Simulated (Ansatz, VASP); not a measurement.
**WC: VASP beside Ansatz**

```
CELL_PARAMETERS angstrom
2.61332 0.00000 0.00000
0.00000 2.61332 0.00000
0.00000 0.00000 2.61332
ATOMIC_POSITIONS crystal
W 0.00000 0.00000 0.00000
C 0.50000 0.50000 0.50000
```

Change from the starting cell: volume scaled by 0.88, LAPW.

Alike in both runs: task single point; functional PBE; k mesh 15 × 15 × 15; occupations fermi-dirac, width 0.08 eV; no spin polarisation.

|  | VASP | Ansatz |
| --- | --- | --- |
| version | VASP 6.6.1 | Ansatz 0.2.0 |
| potentials or method | VASP PAW PBE potentials, release 64 (W_sv, C), cutoff 520 eV | all-electron LAPW, scalar-relativistic |

|  | VASP | Ansatz | Ansatz less VASP |
| --- | --- | --- | --- |
| pressure (GPa) | 63.8 | 61.4 | -2.46 |

Ansatz ran all-electron here, so the differences hold the error of VASP's frozen core and of both bases.

Caveats: the cell as given lies far from equilibrium; so large a pressure means that the cell lies far from this level's equilibrium, or that cutoff or potentials fall short (VASP). The runs have no spin-orbit coupling, so splittings on W are missing.
